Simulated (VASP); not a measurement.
Write the native input for VASP 6.6.1 that does the following.

- Task: relaxation of cell and atoms
- Functional: PBE
- Potentials or basis: VASP PAW PBE potentials, release 64 (Se)
- Cutoff: 520 eV
- k mesh: 9 × 9 × 7
- Occupations: gaussian, width 0.1 eV
- Spin: no spin polarisation
- Further INCAR settings: ALGO = Normal; EDIFF = 1e-07; IBRION = 2; POTIM = 0.3; EDIFFG = -0.005; NSW = 60; ISIF = 3

The structure of Se lies in POSCAR:

```
Se                                      
1.0
    4.5156430081      0.0000000000      0.0000000000
   -2.2578215040      3.9106615619     -0.0000000000
    0.0000000000      0.0000000000      5.0507422778
  Se            
     3
Direct
     0.2192148092901132    0.0000000000000000    0.1666666699999979
     0.0000000000001703    0.2192148092904538    0.8333333300000021
     0.7807851907097166    0.7807851907095462    0.5000000000000000
```

The input as run:

INCAR

```
SYSTEM = Se
PREC = Accurate ; ENCUT = 520
EDIFF = 1E-7 ; ISMEAR = 0
SIGMA = 0.1 ; LREAL = .False.
LASPH = .True. ; NELM = 120
ALGO = Normal ; ISIF = 3
LWAVE = .False. ; LCHARG = .False.
GGA = PE ; IBRION = 2
NSW = 60 ; EDIFFG = -0.005
POTIM = 0.3
```

KPOINTS

```
regular mesh
0
Gamma
  9 9 7
  0 0 0
```

Potentials or basis: VASP PAW PBE potentials, release 64 (Se).

The run is started by

```bash
$ cat potpaw_PBE.64/Se/POTCAR > POTCAR
$ mpirun -np 1 vasp_std > vasp.out
```

Results of the run:

The relaxed volume is 29.75 Å³/atom and the relaxed cell is a = 4.517 Å, b = 4.517 Å, c = 5.050 Å, α = 90.00°, β = 90.00°, γ = 120.00°. The space group after relaxing (to 0.05 Å) is P3_221 (No. 154), the energy gained by relaxing is 0.0 meV/atom and the ionic steps are 4. The pressure after relaxing is 0.0 GPa. The band gap on the k mesh is 1.21 eV, indirect (least direct gap 1.30 eV).

Caveat: an odd mesh through Γ misses points on the zone boundary, where band edges often lie.

Run time: 59 s on 1 thread of Intel(R) Xeon(R) 6975P-C (Granite Rapids), with other jobs on the host, peak memory 0.25 GiB.
